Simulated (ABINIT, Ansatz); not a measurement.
# BeTe (F-43m): G0W0 with ABINIT, start to end

Aim: the G0W0 gap of BeTe (F-43m) on PBE, step by step.

Method: PBE and many-body steps on it, plane waves, in ABINIT 10.8.3.

**Experimental background.**

- Gap 2.8 eV: absolute (indirect, Gamma to X) gap, second literature value; film (quoted from earlier experiment) (quoted in “The band structure of BeTe - a combined experimental and theoretical study”, 1997, arxiv:cond-mat/9712266).

- Gap 2.7 eV: absolute (indirect, Gamma to X) gap; bulk crystal (quoted from earlier experiment) (quoted in “The band structure of BeTe - a combined experimental and theoretical study”, 1997, arxiv:cond-mat/9712266).

## Step 1: The starting structure

Symmetry: F-43m, No. 216, cubic system. The conventional cell has a = 5.663 Å, b = 5.663 Å, c = 5.663 Å, α = 90.00°, β = 90.00°, γ = 90.00°. Nearest to Be lie 4 Te at 2.45 Å. Nearest to Te lie 4 Be at 2.45 Å. Farther neighbours and most contacts between anions are not listed.

The cell and positions are those that the Materials Project relaxed with its own functionals (PBE, PBE+U or r2SCAN), kept fixed. Spin-orbit coupling is left out unless a step names it.

## Step 2: Ground state

This step: ABINIT 10.8.3; DFT, PBE, plane waves, norm-conserving pseudopotentials.

The ground-state density comes first.

File run.abi:

```
acell 3*1.0 Angstrom
rprim 
  -0.000000000000 2.831458787600 2.831458787600
  2.831458787600 0.000000000000 2.831458787600
  2.831458787600 2.831458787600 0.000000000000
ntypat 2
znucl 4 52
natom 2
typat 1 2
xred 
  0.000000000000 0.000000000000 0.000000000000
  0.750000000000 0.750000000000 0.750000000000
pp_dirpath "pseudos"
pseudos "Be.upf, Te.upf"
ecut 49
ngkpt 6 6 6
nshiftk 1
shiftk 0 0 0
kptopt 1
chksymbreak 0
nband 19
occopt 1
tolvrs 1e-10
nstep 60
prtwf 0
optforces 0
optstress 0
indata_prefix "in"
outdata_prefix "out"
tmpdata_prefix "tmp"
```

On the command line:

```bash
OMP_NUM_THREADS=1 mpirun -n 8 abinit run.abi > log
```

Numbers of over 12 decimals in the logs are rounded to 6 here.

The log of the run:

```text
.Version 10.8.3 of ABINIT. v10.8.2 released Aug 2026.

 Symmetries : space group F-4 3 m (#216); Bravais cF (face-center cubic)
================================================================================
 Values of the parameters that define the memory need of the present run
     intxc =       0    ionmov =       0      iscf =       7    lmnmax =       8
     lnmax =       8     mgfft =      48  mpssoang =       4    mqgrid =    3001
     natom =       2  nloc_mem =       1    nspden =       1   nspinor =       1
    nsppol =       1      nsym =      24    n1xccc =    2501    ntypat =       2
    occopt =       1   xclevel =       2
-    mband =          19        mffmem =           1         mkmem =           2
       mpw =        5040          nfft =      110592          nkpt =          16
================================================================================
  Rough estimation (10% accuracy) of disk space for files :
================================================================================

--------------------------------------------------------------------------------
------------- Echo of variables that govern the present computation ------------
--------------------------------------------------------------------------------
 -outvars: echo values of preprocessed input variables --------
            acell      1.8897261259E+00  1.8897261259E+00  1.8897261259E+00 Bohr

      chksymbreak           0
             ecut      4.90000000E+01 Hartree
-          fftalg         312

              ixc     -101130
              kpt      0.00000000E+00  0.00000000E+00  0.00000000E+00
                       1.66666667E-01  0.00000000E+00  0.00000000E+00
                       3.33333333E-01  0.00000000E+00  0.00000000E+00
                       5.00000000E-01  0.00000000E+00  0.00000000E+00
                       1.66666667E-01  1.66666667E-01  0.00000000E+00
                       3.33333333E-01  1.66666667E-01  0.00000000E+00
                       5.00000000E-01  1.66666667E-01  0.00000000E+00
                      -3.33333333E-01  1.66666667E-01  0.00000000E+00
                      -1.66666667E-01  1.66666667E-01  0.00000000E+00
   [... 5 further rows ...]
                      -3.33333333E-01  3.33333333E-01  1.66666667E-01
                      -3.33333333E-01  5.00000000E-01  1.66666667E-01
         kptrlatt        6    0    0      0    6    0      0    0    6
          kptrlen      4.54020393E+01
P           mkmem           2
            natom           2
            nband          19
            ngfft          48      48      48
             nkpt          16
            nstep          60
             nsym          24
           ntypat           2
              occ      2.000000  2.000000  2.000000  2.000000  2.000000  2.000000
                       2.000000  2.000000  2.000000  2.000000  2.000000  2.000000
                       2.000000  2.000000  0.000000  0.000000  0.000000  0.000000
                       0.000000
        optforces           0
        optstress           0
            prtwf           0
            rprim     -0.0000000000E+00  2.8314587876E+00  2.8314587876E+00
[...]
spgroup         216

           tolvrs      1.00000000E-10

             xred      0.0000000000E+00  0.0000000000E+00  0.0000000000E+00
[...]
znucl        4.00000   52.00000

================================================================================

 chkinp: Checking input parameters for consistency.

================================================================================
== DATASET  1 ==================================================================
-   mpi_nproc: 8, omp_nthreads: 1 (-1 if OMP is not activated)

--- !DatasetInfo
iteration_state: {dtset: 1, }
dimensions: {natom: 2, nkpt: 16, mband: 19, nsppol: 1, nspinor: 1, nspden: 1, mpw: 5040, }
cutoff_energies: {ecut:  49.0, pawecutdg:  -1.0, }
electrons: {nelect:   2.80000000E+01, charge:   0.00000000E+00, occopt:   1.00000000E+00, tsmear:   1.00000000E-02, }

 Real(R)+Recip(G) space primitive vectors, cartesian coordinates (Bohr,Bohr^-1):
 R(1)=  0.0000000  5.3506816  5.3506816  G(1)= -0.0934460  0.0934460  0.0934460
 R(2)=  5.3506816  0.0000000  5.3506816  G(2)=  0.0934460 -0.0934460  0.0934460
 R(3)=  5.3506816  5.3506816  0.0000000  G(3)=  0.0934460  0.0934460 -0.0934460
 Unit cell volume ucvol=  3.0637783E+02 bohr^3
 Angles (23,13,12)=  6.00000000E+01  6.00000000E+01  6.00000000E+01 degrees

 getcut: wavevector=  0.0000  0.0000  0.0000  ngfft=  48  48  48
         ecut(hartree)=     49.000   => boxcut(ratio)=   2.01305

--- Pseudopotential description ------------------------------------------------
- Be Generated using ONCVPSP code by D. R. Hamann
-  4.00000   4.00000  171031                  znucl, zion, pspdat
12 -101130 1 -1 1358                          pspcod,pspxc,lmax,lloc,mmax
     nproj     2     2     0     0
  pspatm : epsatm=    2.91734590
         --- l  ekb(1:nproj) -->
[...]
pspatm: atomic psp has been read  and splines computed

- Te Generated using ONCVPSP code by D. R. Hamann
- 52.00000  24.00000  220131                  znucl, zion, pspdat
12 -101130 3 -1 1294                          pspcod,pspxc,lmax,lloc,mmax
     nproj     2     2     2     2
  pspatm : epsatm=   28.89495404
         --- l  ekb(1:nproj) -->
[...]
pspatm: atomic psp has been read  and splines computed

   8.90744399E+02                                ecore*ucvol(ha*bohr**3)
--------------------------------------------------------------------------------

_setup2: Arith. and geom. avg. npw (full set) are    5018.486    5018.469

================================================================================

--- !BeginCycle
iteration_state: {dtset: 1, }
solver: {iscf: 7, nstep: 60, nline: 4, wfoptalg: 0, }
tolerances: {tolvrs: 1.00E-10, }

     iter   Etot(hartree)      deltaE(h)  residm     vres2
 ETOT  1  -294.37835096563    -2.944E+02 7.076E-01 3.600E+01
 ETOT  2  -294.65997181578    -2.816E-01 4.030E-03 6.254E+00
 ETOT  3  -294.66162196420    -1.650E-03 6.312E-04 9.533E-01
 ETOT  4  -294.66168438812    -6.242E-05 2.313E-03 6.390E-02
 ETOT  5  -294.66168977458    -5.386E-06 2.634E-03 4.463E-03
 ETOT  6  -294.66169034908    -5.745E-07 1.368E-03 2.695E-04
 ETOT  7  -294.66169035639    -7.314E-09 3.646E-04 7.668E-06
 ETOT  8  -294.66169035691    -5.231E-10 1.054E-04 2.204E-07
 ETOT  9  -294.66169035693    -1.370E-11 2.487E-05 7.467E-09
 ETOT 10  -294.66169035691     1.137E-11 6.688E-06 1.043E-10
 ETOT 11  -294.66169035692    -4.263E-12 1.627E-06 1.214E-12

 At SCF step   11       vres2   =  1.21E-12 < tolvrs=  1.00E-10 =>converged.

--- !ResultsGS
iteration_state: {dtset: 1, }
comment   : Summary of ground state results
lattice_vectors:
- [ -0.0000000,   5.3506816,   5.3506816, ]
- [  5.3506816,   0.0000000,   5.3506816, ]
- [  5.3506816,   5.3506816,   0.0000000, ]
lattice_lengths: [   7.56701,    7.56701,    7.56701, ]
lattice_angles: [ 60.000,  60.000,  60.000, ] # degrees, (23, 13, 12)
lattice_volume:   3.0637783E+02
convergence: {deltae: -4.263E-12, res2:  1.214E-12, residm:  1.627E-06, diffor:  0.000E+00, }
etotal    :  -2.94661690E+02
entropy   :   0.00000000E+00
fermie    :   2.05900995E-01
cartesian_stress_tensor: null
pressure_GPa: null
xred      :
- [  0.0000E+00,   0.0000E+00,   0.0000E+00, Be]
- [  7.5000E-01,   7.5000E-01,   7.5000E-01, Te]
cartesian_forces: null
force_length_stats: {min: null, max: null, mean: null, }

 Integrated electronic density in atomic spheres:
 ------------------------------------------------
 Atom  Sphere_radius  Integrated_density
    1        2.00000          2.99167264
    2        2.00000         19.95039322
================================================================================

 ----iterations are completed or convergence reached----

 Mean square residual over all n,k,spin=   76.000E-10; max=  16.274E-07
 reduced coordinates (array xred) for    2 atoms
       0.000000000000      0.000000000000      0.000000000000
       0.750000000000      0.750000000000      0.750000000000
 rms dE/dt=  0.0000E+00; max dE/dt=  0.0000E+00; dE/dt below (all hartree)
    1       0.000000000000      0.000000000000      0.000000000000
    2       0.000000000000      0.000000000000      0.000000000000

 cartesian coordinates (angstrom) at end:
    1      0.000000     0.000000     0.000000
    2      4.247188     4.247188     4.247188
 length scales=  1.889726125908  1.889726125908  1.889726125908 bohr
              =  1.000000000000  1.000000000000  1.000000000000 angstroms
 prteigrs : about to open file out_EIG
 Fermi (or HOMO) energy (hartree) =   0.20590   Average Vxc (hartree)=  -0.35139
 Eigenvalues (hartree) for nkpt=  16  k points:
 kpt#   1, nband= 19, wtk=  0.00463, kpt=  0.0000  0.0000  0.0000 (reduced coord)
  -5.63307   -3.79667   -3.79667   -3.79667   -3.48280   -1.12451   -1.12451   -1.12451
  -1.12409   -1.12409   -0.24206    0.20590    0.20590    0.20590    0.33981    0.33981
   0.33981    0.34220    0.51083
 prteigrs : prtvol=0 or 1, do not print more k-points.

--- !EnergyTerms
iteration_state     : {dtset: 1, }
comment             : Components of total free energy in Hartree
kinetic             :  1.04172022173361E+02
hartree             :  1.05321181759416E+02
xc                  : -3.86892001531687E+01
Ewald energy        : -1.34011432758694E+02
psp_core            :  2.90733962845549E+00
local_psp           : -3.10561617645808E+02
non_local_psp       : -2.37999833604813E+01
total_energy        : -2.94661690356919E+02
total_energy_eV     : -8.01815306819577E+03
band_energy         : -5.20277443792163E+01

== END DATASET(S) ==============================================================
================================================================================

 -outvars: echo values of variables after computation  --------
           etotal     -2.9466169036E+02
            nband          19
             nkpt          16
          spgroup         216
 [... the other variables as echoed above ...]

 Calculation completed.
```

Wall time 15 s (8 MPI ranks of Arm Neoverse N1, shared host); peak memory 0.66 GiB.

Numbers from this step:

```
total energy               : -8018.1531 eV
gap                        : 2.027 eV
k of the valence top       : 0, 0, 0
k of the conduction bottom : 0.5, 0.5, 0
least direct gap           : 3.644 eV
```

The gap is indirect, with the least direct gap 1.62 eV higher.

[end of part 1 of 3]

[Paths, hosts, dates, memory and timing lines, banners, echoed tables and standing remarks are left out of the program output.]

[Logs are printed without paths, hosts, clocks, repeated set-up lines and the standing remarks that a program may print on its own settings, such as how far it seeks lower states.]

[Runs of the session that timed out or met a known fault of the program may be left out.]

[Hosts, paths, dates, database ids (printed as entryN), source tags and the programs' standing remarks are cut or masked in the printed files.]

[G0W0 gaps are taken among the corrected bands and points alone; a level outside them can change the order at an edge.]

[Where Ansatz stands beside ABINIT at settings called matched, ABINIT's density can come from a denser mesh and the files from another edition; pairs whose starting gaps differed by over 0.03 eV were left out, so agreement reads better than it is.]
